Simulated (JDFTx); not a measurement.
Input of a JDFTx 1.7.0 (patched build) run:

File bands.in:

```
lattice Face-Centered Cubic 11.0756848164
coords-type Lattice
ion In     0.0000000000     0.0000000000     0.0000000000 1
ion P      0.7500000000     0.7500000000     0.7500000000 1

ion-species pseudo/In.upf
ion-species pseudo/P.upf
elec-cutoff 35 280
elec-ex-corr gga-PBEsol
elec-smearing Fermi 0.0018374661
elec-n-bands 15
electronic-minimize nIterations 30 energyDiffThreshold 1e-06
davidson-band-ratio 1.3
forces-output-coords Cartesian
include path.kpoints
symmetries none
fix-electron-density run.$VAR

dump-name bands.$VAR
dump End Ecomponents EigStats BandEigs Kpoints Forces
```

path.kpoints

```
kpoint +0.0000000000 +0.0000000000 +0.0000000000 0.020000000000
kpoint +0.0714285714 +0.0000000000 +0.0714285714 0.020000000000
kpoint +0.1428571429 +0.0000000000 +0.1428571429 0.020000000000
kpoint +0.2142857143 +0.0000000000 +0.2142857143 0.020000000000
kpoint +0.2857142857 +0.0000000000 +0.2857142857 0.020000000000
kpoint +0.3571428571 +0.0000000000 +0.3571428571 0.020000000000
kpoint +0.4285714286 +0.0000000000 +0.4285714286 0.020000000000
kpoint +0.5000000000 +0.0000000000 +0.5000000000 0.020000000000
kpoint +0.5000000000 +0.0833333333 +0.5833333333 0.020000000000
kpoint +0.5000000000 +0.1666666667 +0.6666666667 0.020000000000
kpoint +0.5000000000 +0.2500000000 +0.7500000000 0.020000000000
kpoint +0.4375000000 +0.3125000000 +0.7500000000 0.020000000000
kpoint +0.3750000000 +0.3750000000 +0.7500000000 0.020000000000
kpoint +0.3281250000 +0.3281250000 +0.6562500000 0.020000000000
kpoint +0.2812500000 +0.2812500000 +0.5625000000 0.020000000000
kpoint +0.2343750000 +0.2343750000 +0.4687500000 0.020000000000
kpoint +0.1875000000 +0.1875000000 +0.3750000000 0.020000000000
kpoint +0.1406250000 +0.1406250000 +0.2812500000 0.020000000000
kpoint +0.0937500000 +0.0937500000 +0.1875000000 0.020000000000
kpoint +0.0468750000 +0.0468750000 +0.0937500000 0.020000000000
kpoint +0.0000000000 +0.0000000000 +0.0000000000 0.020000000000
kpoint +0.0833333333 +0.0833333333 +0.0833333333 0.020000000000
kpoint +0.1666666667 +0.1666666667 +0.1666666667 0.020000000000
kpoint +0.2500000000 +0.2500000000 +0.2500000000 0.020000000000
kpoint +0.3333333333 +0.3333333333 +0.3333333333 0.020000000000
kpoint +0.4166666667 +0.4166666667 +0.4166666667 0.020000000000
kpoint +0.5000000000 +0.5000000000 +0.5000000000 0.020000000000
kpoint +0.5250000000 +0.4500000000 +0.5250000000 0.020000000000
kpoint +0.5500000000 +0.4000000000 +0.5500000000 0.020000000000
kpoint +0.5750000000 +0.3500000000 +0.5750000000 0.020000000000
kpoint +0.6000000000 +0.3000000000 +0.6000000000 0.020000000000
kpoint +0.6250000000 +0.2500000000 +0.6250000000 0.020000000000
kpoint +0.5625000000 +0.2500000000 +0.6875000000 0.020000000000
kpoint +0.5000000000 +0.2500000000 +0.7500000000 0.020000000000
kpoint +0.5000000000 +0.2916666667 +0.7083333333 0.020000000000
kpoint +0.5000000000 +0.3333333333 +0.6666666667 0.020000000000
kpoint +0.5000000000 +0.3750000000 +0.6250000000 0.020000000000
kpoint +0.5000000000 +0.4166666667 +0.5833333333 0.020000000000
kpoint +0.5000000000 +0.4583333333 +0.5416666667 0.020000000000
kpoint +0.5000000000 +0.5000000000 +0.5000000000 0.020000000000
kpoint +0.4791666667 +0.4791666667 +0.5416666667 0.020000000000
kpoint +0.4583333333 +0.4583333333 +0.5833333333 0.020000000000
kpoint +0.4375000000 +0.4375000000 +0.6250000000 0.020000000000
kpoint +0.4166666667 +0.4166666667 +0.6666666667 0.020000000000
kpoint +0.3958333333 +0.3958333333 +0.7083333333 0.020000000000
kpoint +0.3750000000 +0.3750000000 +0.7500000000 0.020000000000
kpoint +0.6250000000 +0.2500000000 +0.6250000000 0.020000000000
kpoint +0.5833333333 +0.1666666667 +0.5833333333 0.020000000000
kpoint +0.5416666667 +0.0833333333 +0.5416666667 0.020000000000
kpoint +0.5000000000 +0.0000000000 +0.5000000000 0.020000000000
```

Potentials or basis: PseudoDojo-SR-PBEsol-0.4.1-standard with smoothed tails.

The run is started by

```console
$ jdftx -c 1 -i bands.in -o bands.out
```

Predict the band gap along the path.

0.61 eV, direct.

Levels at the corners of the path, in eV from the valence-band top:
| point | band 7 | band 8 | band 9 | band 10 | band 11 |
| --- | --- | --- | --- | --- | --- |
| Γ | 0.00 | 0.00 | 0.00 | 0.61 | 4.02 |
| X | -5.81 | -2.35 | -2.35 | 1.63 | 2.16 |
| W | -5.66 | -3.00 | -2.96 | 4.20 | 4.34 |
| K | -5.67 | -3.36 | -1.96 | 2.25 | 4.32 |
| Γ | 0.00 | 0.00 | 0.00 | 0.61 | 4.02 |
| L | -5.80 | -0.98 | -0.98 | 1.40 | 4.73 |
| U | -5.67 | -3.36 | -1.96 | 2.25 | 4.32 |
| W | -5.66 | -3.00 | -2.96 | 4.20 | 4.34 |
| L | -5.80 | -0.98 | -0.98 | 1.40 | 4.73 |
| K | -5.67 | -3.36 | -1.96 | 2.25 | 4.32 |
| U | -5.67 | -3.36 | -1.96 | 2.25 | 4.32 |
| X | -5.81 | -2.35 | -2.35 | 1.63 | 2.16 |

Caveat: spin-orbit coupling is left out, which moves the levels of the heavy elements.

**The experiment to reproduce.**

A printed reference work, data compilation reports, for a bulk crystal of InP at 1.6 K: band gap 1.4236 eV (direct).

Against the measured gap of InP, 1.4236 eV (direct; 1.6 K; a printed reference work, data compilation), the calculated 0.61 eV is off by -0.81 eV. Spin-orbit coupling on In is left out. The value is that of PBEsol, without temperature or zero-point motion. Semilocal functionals fall short of measured gaps as a rule.
